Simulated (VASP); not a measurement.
A run of VASP 6.6.1:

File INCAR:

```
ALGO = Fast
EDIFF = 1E-7
EDIFFG = -0.002
ENCUT = 700
GGA = PS
IBRION = 2
ISIF = 3
ISMEAR = 0
LASPH = T
LCHARG = F
LREAL = F
LWAVE = F
NELM = 60
NSW = 80
PREC = Accurate
PSTRESS = 1250.0
SIGMA = 0.1
```

KPOINTS

```
k-points
0
Gamma
  21 21 21
```

POSCAR

```
Se                                      
1.0
    1.9534107824      1.1278023130      0.8982189146
   -1.9534107824      1.1278023130      0.8982189146
    0.0000000000     -2.2556046260      0.8982189146
  Se            
     1
Direct
     0.0000000000000000    0.0000000000000000    0.0000000000000000
```

Potentials or basis: VASP PAW PBE potentials, release 64 (Se).

The run is started by

```console
$ cat potpaw_PBE.64/Se/POTCAR > POTCAR
$ mpirun -np 1 vasp_std > vasp.out
```

Hardware: 1 thread of Intel(R) Xeon(R) Platinum 8488C (Sapphire Rapids), on a shared host.

Estimate the wall time of this run.

Wall time 75 s on 1 thread of Intel(R) Xeon(R) Platinum 8488C (Sapphire Rapids), on a shared host, peak memory 0.25 GiB. Counts: scf iterations 11, k points 891, ion steps 1.
